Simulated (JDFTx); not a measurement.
Crystal: Ti.

```xyz
1
Lattice="0.0000 2.0300 2.0300 2.0300 0.0000 2.0300 2.0300 2.0300 0.0000" Properties=species:S:1:pos:R:3 pbc="T T T"
Ti    0.0000    0.0000    0.0000
```

This isn't the form of Ti at room conditions, which is hcp.

| Quantity | Value |
| --- | --- |
| Program | JDFTx 1.7.0 (patched build) |
| Task | single point |
| Functional | PBE |
| Potentials or basis | PseudoDojo-SR-PBE-0.5-standard |
| Cutoff | 1143 eV |
| Density cutoff | 4572 eV |
| k mesh | 11 × 11 × 11 |
| Occupations | fermi-dirac, width 0.05 eV |
| Spin | no spin polarisation |

On this cell: pressure 4.3 GPa; band gap on the k mesh none (metal or under the smearing width).

The same run follows on a disturbed copy (cell strained at random at fixed volume):

```
CELL_PARAMETERS angstrom
0.02177 1.99869 2.03132
2.00646 0.00299 2.05009
2.03951 2.05051 -0.03005
ATOMIC_POSITIONS crystal
Ti 0.98433 0.00381 0.00663
```

Problem. What does the disturbed cell give?

Solution. The energy (extrapolated to zero smearing) moves by +5.8 meV/atom; pressure 4.4 GPa; band gap on the k mesh none (metal or under the smearing width).

Stress tensor (GPa, compression positive):
```
 4.98 -1.87  0.20
-1.87  4.74  1.54
 0.20  1.54  3.56
```
